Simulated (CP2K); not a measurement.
Runs of CP2K 2026.2 on Ge. It takes space group Cmmm (No. 65, orthorhombic). The conventional cell has a = 2.794 Å, b = 5.201 Å, c = 2.698 Å, α = 90.00°, β = 90.00°, γ = 90.00°. Ge (site symmetry mmm) is surrounded by 8 Ge at 2.70 to 2.95 Å. This isn't the form of Ge at room conditions, which is diamond.

| level | gap on the mesh (eV) | pressure (GPa) | relaxed volume (Å³/atom) |
| --- | --- | --- | --- |
| PBEsol | none | 0.0 | 19.19 |
| LDA | none | 0.0 | (a) |
| revPBE | none | 0.0 | 19.58 |
| PBE | none | 0.0 | 19.50 |

Alike in all rows: task relaxation of cell and atoms; potentials or basis POTENTIAL_UZH Ge GTH-PBE-q4; TZVP-MOLOPT-PBE-GTH basis; no spin polarisation; cell relaxed; k mesh 8 × 8 × 8; smearing fermi-dirac 0.05 eV.

Task: Fill in the values left out.

Result: (a) 19.29.

Caveats: the basis of atomic orbitals isn't converged, which shifts pressures, moduli and gaps; the potentials were made for another functional, which shifts forces and pressure (some runs).

A k mesh can miss the band edges, and the runs leave out spin-orbit coupling on Ge.

A gap of «none» marks a metal or a gap under the smearing width.
